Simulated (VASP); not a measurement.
# C (Pm-3m) in VASP: a series of runs

The runs below take C through relaxation of cell and atoms, with PW91, optB88-vdW, vdW-DF-cx.

Everything below comes from runs of VASP 6.6.1. Logs are shortened: lines on timing, memory, paths and dates and some standing lists are left out, and cuts for length are marked.

### Step 1. Starting point

The structure is cubic, space group Pm-3m (No. 221). The conventional cell has a = 2.620 Å, b = 2.620 Å, c = 2.620 Å, α = 90.00°, β = 90.00°, γ = 90.00°. C (site symmetry 4/mmm) is surrounded by 8 C at 1.85 Å.

The cell was built by a generator and needn't be a form met in nature.

### Step 2. Relaxation of cell and atoms, PW91

File INCAR:

```
  PREC = Accurate
  ENCUT = 600
  EDIFF = 1E-6
  ISMEAR = -1
  SIGMA = 0.05
  LREAL = False
  LASPH = True
  NELM = 80
  ALGO = Normal
  ISIF = 3
  LWAVE = False
  LCHARG = False
  GGA = 91
  IBRION = 2
  NSW = 60
  EDIFFG = -0.01
```

File KPOINTS:

```
regular mesh
0
Gamma
  10 10 10
```

File POSCAR:

```
C
1.0
    2.6197200000      0.0000000000      0.0000000000
    0.0000000000      2.6197200000      0.0000000000
    0.0000000000      0.0000000000      2.6197200000
C
3
Direct
    0.0000000000      0.5000000000      0.5000000000
    0.5000000000      0.0000000000      0.5000000000
    0.5000000000      0.5000000000      0.0000000000
```

Potentials or basis: VASP PAW PBE potentials, release 64 (C).

Started as:

```bash
$ cat potpaw_PBE.64/C/POTCAR > POTCAR
$ mpirun -np 1 vasp_std > vasp.out
```

OUTCAR:

```text
PREC = Accurate
   ENCUT = 600
   EDIFF = 1E-6
   ISMEAR = -1
   LREAL = False
   LASPH = True
   NELM = 80
   ISIF = 3
   GGA = 91
   IBRION = 2
   NSW = 60
   EDIFFG = -0.01

 ion  position               nearest neighbor table
   1  0.000  0.500  0.500-   2 1.85   3 1.85   3 1.85   2 1.85   2 1.85   3 1.85   3 1.85   2 1.85

   2  0.500  0.000  0.500-   1 1.85   3 1.85   3 1.85   1 1.85   3 1.85   3 1.85   1 1.85   1 1.85

   3  0.500  0.500  0.000-   1 1.85   2 1.85   1 1.85   2 1.85   2 1.85   2 1.85   1 1.85   1 1.85

  LATTYP: Found a simple cubic cell.
 ALAT       =     2.6197200000

  Lattice vectors:

 A1 = (   2.6197200000,   0.0000000000,   0.0000000000)
 A2 = (   0.0000000000,   2.6197200000,   0.0000000000)
 A3 = (   0.0000000000,   0.0000000000,   2.6197200000)

Analysis of symmetry for initial positions (statically):
=====================================================================
 Subroutine PRICEL returns:
 Original cell was already a primitive cell.

 Routine SETGRP: Setting up the symmetry group for a
 simple cubic supercell.

 Subroutine GETGRP returns: Found 48 space group operations
 (whereof 48 operations were pure point group operations)
 out of a pool of 48 trial point group operations.

The static configuration has the point symmetry O_h .

Analysis of symmetry for dynamics (positions and initial velocities):
=====================================================================
 Subroutine PRICEL returns:
 Original cell was already a primitive cell.

 Routine SETGRP: Setting up the symmetry group for a
 simple cubic supercell.

 Subroutine GETGRP returns: Found 48 space group operations
 (whereof 48 operations were pure point group operations)
 out of a pool of 48 trial point group operations.

The dynamic configuration has the point symmetry O_h .

 Subroutine INISYM returns: Found 48 space group operations
 (whereof 48 operations are pure point group operations),
 and found     1 'primitive' translations

----------------------------------------------------------------------------------------

                                     Primitive cell

  volume of cell :      17.9790

  direct lattice vectors                    reciprocal lattice vectors
     2.619720000  0.000000000  0.000000000     0.381720184  0.000000000  0.000000000
     0.000000000  2.619720000  0.000000000     0.000000000  0.381720184  0.000000000
     0.000000000  0.000000000  2.619720000     0.000000000  0.000000000  0.381720184

  length of vectors
     2.619720000  2.619720000  2.619720000     0.381720184  0.381720184  0.381720184

  position of ions in fractional coordinates (direct lattice)
     0.000000000  0.500000000  0.500000000
     0.500000000  0.000000000  0.500000000
     0.500000000  0.500000000  0.000000000

  ion indices of the primitive-cell ions
   primitive index   ion index
                 1           1
                 2           2
                 3           3

----------------------------------------------------------------------------------------

 KPOINTS: regular mesh

Automatic generation of k-mesh.
 Grid dimensions read from file:
 generate k-points for:   10   10   10

 Generating k-lattice:

  Cartesian coordinates                     Fractional coordinates (reciprocal lattice)
     0.038172018  0.000000000  0.000000000     0.100000000  0.000000000  0.000000000
     0.000000000  0.038172018  0.000000000     0.000000000  0.100000000  0.000000000
     0.000000000  0.000000000  0.038172018     0.000000000  0.000000000  0.100000000

  Length of vectors
     0.038172018  0.038172018  0.038172018

  Shift w.r.t. Gamma in fractional coordinates (k-lattice)
     0.000000000  0.000000000  0.000000000

 Subroutine IBZKPT returns following result:
 ===========================================

 Found     56 irreducible k-points:

 Following reciprocal coordinates:
            Coordinates               Weight
  0.000000  0.000000  0.000000      1.000000
  0.100000  0.000000  0.000000      6.000000
  0.200000  0.000000  0.000000      6.000000
  0.300000  0.000000  0.000000      6.000000
  0.400000  0.000000  0.000000      6.000000
  0.500000  0.000000  0.000000      3.000000
[... 16 lines left out ...]
  0.200000  0.100000  0.100000     24.000000
  0.300000  0.100000  0.100000     24.000000
 [... further k-points ...]
   k-points           NKPTS =     56   k-points in BZ     NKDIM =     56   number of bands    NBANDS=     10
   number of dos      NEDOS =    301   number of ions     NIONS =      3
   total plane-waves  NPLWV =  13824
   dimension x,y,z NGX =    24 NGY =   24 NGZ =   24
   dimension x,y,z NGXF=    48 NGYF=   48 NGZF=   48
   ions per type =               3
   NGX,Y,Z   is equivalent  to a cutoff of  15.23, 15.23, 15.23 a.u.
   NGXF,Y,Z  is equivalent  to a cutoff of  30.46, 30.46, 30.46 a.u.
 SYSTEM =  unknown system
   PREC   = accura    normal or accurate (medium, high low for compatibility)
   ISTART =      0    job   : 0-new  1-cont  2-samecut
   ICHARG =      2    charge: 1-file 2-atom 10-const
   ISPIN  =      1    spin polarized calculation?
   LNONCOLLINEAR =      F non collinear calculations
   LSORBIT =      F    spin-orbit coupling
   LASPH  =      T    aspherical Exc in radial PAW
   ENCUT  =  600.0 eV  44.10 Ry    6.64 a.u.   5.23  5.23  5.23*2*pi/ulx,y,z
   NELM   =     80;   NELMIN=  2; NELMDL= -5     # of ELM steps
   EDIFF  = 0.1E-05   stopping-criterion for ELM
   LREAL  =      F    real-space projection
   EDIFFG = -.1E-01   stopping-criterion for IOM
   NSW    =     60    number of steps for IOM
   IBRION =      2    ionic relax: 0-MD 1-quasi-New 2-CG
   NFREE  =      1    steps in history (QN), initial steepest desc. (CG)
   ISIF   =      3    stress and relaxation
   ISYM   =      2    0-nonsym 1-usesym 2-fastsym
   POTIM  = 0.5000    time-step for ionic-motion
   TEBEG  =    0.0;   TEEND  =   0.0 temperature during run
   PSTRESS=    0.0 pullay stress
   NELECT =      12.0000    total number of electrons
   NUPDOWN=      -1.0000    fix difference up-down
   EMIN   =  10.00;   EMAX   =-10.00  energy-range for DOS
   EFERMI =   0.00;   METHOD = LEGACY
   ISMEAR =    -1;   SIGMA  =   0.05  broadening in eV -4-tet -1-fermi 0-gaus
   EFERMI_NEDOS =   21; number of points for ismear=-14 and -15
   IALGO  =     38    algorithm
   IMIX   =      4    mixing-type and parameters
     AMIX     =   0.40;   BMIX     =  1.00
     AMIX_MAG =   1.60;   BMIX_MAG =  1.00
  volume/ion in A,a.u.               =       5.99        40.44
  Fermi-wavevector in a.u.,A,eV,Ry     =   1.430695  2.703621 27.849602  2.046888
  Thomas-Fermi vector in A             =   2.550512
   LORBIT       =      0    0 simple, 1 ext, 2 COOP (PROOUT), +10 PAW based schemes
   GGA     = 91    functional components
   LHFCALC =     F    Hartree Fock is set to
   AEXX    =    0.0000 exact exchange contribution
   IVDW    =     0    specifies the selected vdW correction
   LEPSILON=     F    determine dielectric tensor
   LRPA    =     F    only Hartree local field effects (RPA)
 conjugate gradient relaxation of ions
 non-spin polarized calculation
  energy-cutoff  :      600.00
  volume of cell :       17.98
 maximum number of plane-waves:       624
 NGX is ok and might be reduce to    24
   NGX = 11   NGY = 11   NGZ = 11

--------------------------------------- Ionic step        1  -------------------------------------------

 number of electron      11.9999999 magnetization

 Free energy of the ion-electron system (eV)
  ---------------------------------------------------
  ext. energy  EPLUGINS =         0.00000000
  ---------------------------------------------------
  free energy    TOTEN  =       -16.65392932 eV

  energy without entropy =      -16.64365821  energy(sigma->0) =      -16.64879377

------------------------ aborting loop because EDIFF is reached ----------------------------------------

  FORCE on cell =-STRESS in cart. coord.  units (eV):
  Direction    XX          YY          ZZ          XY          YZ          ZX
  --------------------------------------------------------------------------------------
  -------------------------------------------------------------------------------------
  Total        0.5723254      0.5723254      0.5723254      0.0000000      0.0000000     -0.0000000
  in kB       51.0022055     51.0022055     51.0022055      0.0000000      0.0000000     -0.0000000
  external PRESSURE =      51.0022055 kB  Pullay stress =       0.0000000 kB

 VOLUME and BASIS-vectors are now :
 -----------------------------------------------------------------------------
  energy-cutoff  :      600.00
  volume of cell :       17.98
      direct lattice vectors                 reciprocal lattice vectors
     2.619720000  0.000000000  0.000000000     0.381720184  0.000000000  0.000000000
     0.000000000  2.619720000  0.000000000     0.000000000  0.381720184  0.000000000
     0.000000000  0.000000000  2.619720000     0.000000000  0.000000000  0.381720184

 POSITION                                       TOTAL-FORCE (eV/Angst)
 -----------------------------------------------------------------------------------
      0.00000      1.30986      1.30986         0.000000      0.000000      0.000000
      1.30986      0.00000      1.30986         0.000000      0.000000      0.000000
      1.30986      1.30986      0.00000         0.000000      0.000000      0.000000
 -----------------------------------------------------------------------------------
    total drift:                                0.000000     -0.000000     -0.000000

  FREE ENERGIE OF THE ION-ELECTRON SYSTEM (eV)
  ---------------------------------------------------
  free  energy   TOTEN  =       -16.6539293234 eV

  energy  without entropy=      -16.6436582108  energy(sigma->0) =      -16.64879377

--------------------------------------- Ionic step        2  -------------------------------------------

 number of electron      11.9999999 magnetization

 Free energy of the ion-electron system (eV)
  ---------------------------------------------------
  ext. energy  EPLUGINS =         0.00000000
  ---------------------------------------------------
  free energy    TOTEN  =       -16.66191072 eV

  energy without entropy =      -16.65390605  energy(sigma->0) =      -16.65790838

 E-fermi :  10.3256     XC(G=0): -13.2125

 val. band max:       10.2778249066   @ k =   0.3000   0.1000   0.0000
 cond. band min:      10.3525447886   @ k =   0.5000   0.1000   0.0000
 fundamental gap:      0.0747198819
 Fermi energy:        10.3255971844

 k-point     1 :       0.0000    0.0000    0.0000
  band No.  band energies     occupation
      1     -11.8875      2.00000
      2       2.6999      2.00000
      3       2.6999      2.00000
      4       2.7000      2.00000
      5       7.3899      2.00000
      6       7.3899      2.00000
      7      14.5915      0.00000
      8      14.5915      0.00000
      9      14.5915      0.00000
     10      16.2897      0.00000

 k-point     2 :       0.1000    0.0000    0.0000
  band No.  band energies     occupation
      1     -11.7205      2.00000
      2       1.4379      2.00000
      3       2.8641      2.00000
      4       2.8641      2.00000
      5       7.5034      2.00000
      6       8.4414      2.00000
      7      14.2896      0.00000
      8      14.2896      0.00000
      9      14.2897      0.00000
     10      16.8898      0.00000
[... 274 lines left out ...]
 k-point    24 :       0.3000    0.1000    0.1000
  band No.  band energies     occupation
      1     -10.0943      2.00000
      2      -2.7734      2.00000
      3       2.8966      2.00000
      4       3.0833      2.00000
      5       9.3778      2.00000
      6      10.4048      0.34038
      7      10.8980      0.00002
      8      12.5058      0.00000
      9      14.5737      0.00000
     10      15.9930      0.00000

 [... further k-points ...]

------------------------ aborting loop because EDIFF is reached ----------------------------------------

  FORCE on cell =-STRESS in cart. coord.  units (eV):
  Direction    XX          YY          ZZ          XY          YZ          ZX
  --------------------------------------------------------------------------------------
  -------------------------------------------------------------------------------------
  Total        0.0159001      0.0159001      0.0159001      0.0000000      0.0000000     -0.0000000
  in kB        1.3785084      1.3785084      1.3785084      0.0000000      0.0000000     -0.0000000
  external PRESSURE =       1.3785084 kB  Pullay stress =       0.0000000 kB

 VOLUME and BASIS-vectors are now :
 -----------------------------------------------------------------------------
  energy-cutoff  :      600.00
  volume of cell :       18.48
      direct lattice vectors                 reciprocal lattice vectors
     2.643830589 -0.000000000 -0.000000000     0.378239061 -0.000000000  0.000000000
     0.000000000  2.643830589  0.000000000     0.000000000  0.378239061 -0.000000000
    -0.000000000  0.000000000  2.643830589     0.000000000 -0.000000000  0.378239061

 POSITION                                       TOTAL-FORCE (eV/Angst)
 -----------------------------------------------------------------------------------
     -0.00000      1.32192      1.32192        -0.000000      0.000000      0.000000
      1.32192      0.00000      1.32192         0.000000      0.000000      0.000000
      1.32192      1.32192     -0.00000         0.000000     -0.000000      0.000000
 -----------------------------------------------------------------------------------
    total drift:                                0.000000     -0.000000     -0.000000

  FREE ENERGIE OF THE ION-ELECTRON SYSTEM (eV)
  ---------------------------------------------------
  free  energy   TOTEN  =       -16.6619107214 eV

  energy  without entropy=      -16.6539060477  energy(sigma->0) =      -16.65790838

 reached required accuracy - stopping structural energy minimisation
```

Run time: 11 s. Hardware: 1 thread of Intel Xeon Platinum 8259CL at 2.50GHz (Skylake/Cascade Lake), shared host; peak memory 0.13 GiB.

Results:

```yaml
Free_energy: -16.6619 eV
Relaxed_volume: 6.16 Å³/atom
Relaxed_cell: a = 2.644 Å, b = 2.644 Å, c = 2.644 Å, α = 90.00°, β = 90.00°, γ = 90.00°
Space_group_after_relaxing_to_0.05_Å: Pm-3m (No. 221)
Energy_gained_by_relaxing: 2.7 meV/atom
Ionic_steps: 2
Pressure_after_relaxing: 0.1 GPa
Band_gap_on_the_k_mesh: none (metal or under the smearing width)
```

Step by step:
```csv
step,energy change (eV),largest force (eV/Å),pressure (GPa),volume (Å³)
1,0.0000,0.0000,5.10,17.98
2,-0.0080,0.0000,0.14,18.48
```

Final structure:
```cif
data_structure
_symmetry_space_group_name_H-M 'P 1'
_symmetry_Int_Tables_number 1
_cell_length_a 2.6438
_cell_length_b 2.6438
_cell_length_c 2.6438
_cell_angle_alpha 90.000
_cell_angle_beta 90.000
_cell_angle_gamma 90.000
_cell_volume 18.48
loop_
_atom_site_label
_atom_site_type_symbol
_atom_site_fract_x
_atom_site_fract_y
_atom_site_fract_z
_atom_site_occupancy
C1 C 0.00000 0.50000 0.50000 1
C2 C 0.50000 0.00000 0.50000 1
C3 C 0.50000 0.50000 0.00000 1
```

Levels at points of the mesh, in eV from the Fermi level:
```csv
k point,band 4,band 5,band 6,band 7,band 8,band 9
"(0.00, 0.00, 0.00)",-7.63,-2.94,-2.94,4.27,4.27,4.27
"(0.50, 0.00, 0.00)",-4.95,-0.60,-0.60,-0.54,0.19,2.35
"(0.50, 0.50, 0.00)",-10.08,-1.07,0.23,0.23,2.17,4.42
"(0.50, 0.50, 0.50)",-9.61,-8.80,-8.80,-8.80,4.92,10.00
```

Caveat: the PAW data sets were made with another functional, which shifts forces and pressure a little.

[end of part 1 of 2]
